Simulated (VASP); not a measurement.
KCl (Sylvite): relaxation of the atoms with PBE

The system is KCl (Sylvite).

```
K Cl
1.0
     0.00000    3.17604    3.17604
     3.17604    0.00000    3.17604
     3.17604    3.17604    0.00000
K Cl
1 1
Direct
  0.00000 0.00000 0.00000
  0.50000 0.50000 0.50000
```

The cell isn't the ideal one: a relaxed cell with its volume scaled by 0.98.

```yaml
Program: VASP 6.6.1
Task: relaxation of the atoms
Functional: PBE
Potentials_or_basis: VASP PAW PBE potentials, release 64 (K_pv, Cl)
Cutoff: 300 eV
k_mesh: 4 × 4 × 4
Occupations: gaussian, width 0.03 eV
Spin: no spin polarisation
Further_INCAR_settings: ALGO = Fast; EDIFF = 1e-07; IBRION = 2; EDIFFG = -0.01; NSW = 40
```

```json
{
  "Pressure after relaxing": "0.4 GPa",
  "Band gap on the k mesh": "5.08 eV, direct"
}
```

Final structure:
```
K Cl
1.0
     0.00000    3.17604    3.17604
     3.17604    0.00000    3.17604
     3.17604    3.17604    0.00000
K Cl
1 1
Direct
  0.00000 0.00000 0.00000
  0.50000 0.50000 0.50000
```

Levels at points of the mesh, in eV from the valence-band top:
```csv
k point,band 4,band 5,band 6,band 7,band 8,band 9,band 10,band 11
"(0.00, 0.00, 0.00)",-10.71,0.00,0.00,0.00,5.08,8.37,8.37,8.37
"(0.50, 0.00, 0.00)",-10.49,-1.01,-0.30,-0.30,7.52,8.49,10.53,10.66
"(0.50, 0.50, 0.00)",-10.76,-0.64,-0.22,-0.22,6.55,8.22,9.92,10.27
```

Run time: 6.5 s on 1 thread of AMD EPYC 7R43 64-Core Processor (Zen 3) (shared host), peak memory 0.12 GiB.

Caveat: the k mesh is coarse (spacing up to 0.43 Å⁻¹), so the values aren't converged; the cutoff is under 1.25 times the usual one of these potentials, so pressure, stress and relaxed cells hold a basis-set (Pulay) error; the relaxation stopped at its first step, so nothing moved.
